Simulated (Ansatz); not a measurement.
**G0W0 run on KBr (Fm-3m)**

Theory: G0W0@PBE, plasmon-pole screening, hand-made PAW set at its accurate level (Ansatz).

Input:

```yaml
crystal:
  lattice:
    - [0.0, 3.26, 3.26]
    - [3.26, 0.0, 3.26]
    - [3.26, 3.26, 0.0]
  atoms:
    - { symbol: K, position: [0.0, 0.0, 0.0] }
    - { symbol: Br, position: [0.5, 0.5, 0.5] }
basis:
  precision: f64
  xc_grid: 2
kpoints:
  mp_grid: { grid: [4, 4, 4], shift: [0, 0, 0] }
hamiltonian:
  xc: pbe
  dispersion: none
  pseudopotentials: { kind: paw, source: ansatz, level: accurate }
magnetization:
  spin_polarized: false
scf:
  lower_state_search: "off"
  max_iter: 200
  occupations: { method: fixed }
  convergence: { dr2_threshold: "1e-10 eV" }
output: {}
gw:
  n_empty_bands: 446
  ecut_chi: 200
  ecutfock_ratio: 2
  qp_bands: [v7, c2]
  plasmon_pole_fit_frequency: 12.62
```

Linearised quasiparticle energies, zero at the top filled Kohn-Sham level among these points. VB is the top filled band, CB the lowest empty one. The wave cutoff came out at 800 eV.

| k | band | ε_KS (eV) | Σx − Vxc (eV) | Σc (eV) | Z | ε_QP (eV) |
| --- | --- | --- | --- | --- | --- | --- |
| Γ | VB | 0.00 | -3.80 | 1.44 | 0.81 | -1.91 |
| Γ | CB | 4.54 | 3.65 | -2.92 | 0.86 | 5.16 |
| Γ | CB+1 | 7.61 | 4.72 | -3.19 | 0.85 | 8.91 |

The gap (direct at Γ) opens from 4.54 eV to 7.07 eV.

Electronic (ion-clamped) dielectric constant on this mesh, from the head of the inverse dielectric matrix: 2.4.

The cell is a model at fixed atoms and needn't be the relaxed known crystal. Spin-orbit coupling is left out. The mesh is coarse, so these are values at the stated settings, not converged ones. Band sums or response are cut, so the gap isn't at its basis limit.
